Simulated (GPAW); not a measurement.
The system is AlNi.

```
Ni Al
1.0
     2.88100    0.00000    0.00000
     0.00000    2.88100    0.00000
     0.00000    0.00000    2.88100
Ni Al
1 1
Direct
  0.50000 0.50000 0.50000
  0.00000 0.00000 0.00000
```

* Program: GPAW 26.7.0
* Task: single point
* Functional: PBEsol
* Potentials or basis: PAW data sets generated in the run's folder for this functional
* Cutoff: 600 eV
* Basis: pw
* k mesh: 9 × 9 × 9
* Occupations: fermi-dirac, width 0.05 eV
* Spin: collinear spin, ferromagnetic start
* Starting moments: [1.0, 0.0] μB

On this cell: pressure -2.3 GPa; largest force zero by symmetry; net moment 0.00 μB per cell; band gap on the k mesh none (metal or under the smearing width).

The same run follows on a disturbed copy (atoms moved at random, drawn with an rms of 0.05 Å):

```
Ni Al
1.0
     2.88100    0.00000    0.00000
     0.00000    2.88100    0.00000
     0.00000    0.00000    2.88100
Ni Al
1 1
Direct
  0.49897 0.47452 0.49815
  0.00605 0.01098 0.99771
```

What changes?

The energy (extrapolated to zero smearing) moves by +17.0 meV/atom; pressure -1.5 GPa; largest force 0.635 eV/Å; net moment 0.00 μB per cell; band gap on the k mesh none (metal or under the smearing width).

Forces in eV/Å, atoms in the order of the input:
```
Ni   0.125  0.623 -0.008
Al  -0.125 -0.623  0.008
```

Stress tensor (GPa, compression positive):
```
-1.31  0.31  0.00
 0.31 -1.89 -0.02
 0.00 -0.02 -1.28
```

Caveats: the stock nickel data set gives pressures a few GPa off other programs.
